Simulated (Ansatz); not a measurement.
Zn (Fm-3m), clamped-ion strain scan

Computed with DFT PBE, scalar-relativistic, plane waves, PAW in Ansatz. Settings: plane waves to 420 eV, k-mesh 20×20×20 (Γ-centred), Gaussian smearing 0.15 eV. No spin polarisation. Energies are free energies at this smearing, counted from the undisturbed cell; pressure is positive in compression.

The starting cell (as given, not relaxed at this level; it stands at 0.0 GPa; this fcc form isn't the usual structure):

```yaml
crystal:
  lattice:
    - [0.00000, 1.96478, 1.96478]
    - [1.96478, 0.00000, 1.96478]
    - [1.96478, 1.96478, 0.00000]
  atoms:
    - { symbol: Zn, position: [0.00000, 0.00000, 0.00000] }
```

The cell is strained by ε times the Voigt pattern (1, 1, 0, 0, 0, 0) (xx, yy, zz, yz, xz, xy; engineering shear) with fractional coordinates fixed. The cell is metallic on the mesh throughout.

| ε | ΔE (meV/atom) |
| --- | --- |
| -0.0600 | 68.7 |
| -0.0300 | 15.8 |
| 0.0000 | 0.0 |
| 0.0150 | 3.5 |
| 0.0450 | 27.0 |

Problem. Predict the stress summed along the pattern (GPa, tension positive) at each point.

Solution.
| ε | stress summed along the pattern (GPa, tension positive) |
| --- | --- |
| -0.0600 | -28.35 |
| -0.0300 | -11.87 |
| 0.0000 | 0.06 |
| 0.0150 | 4.67 |
| 0.0450 | 10.81 |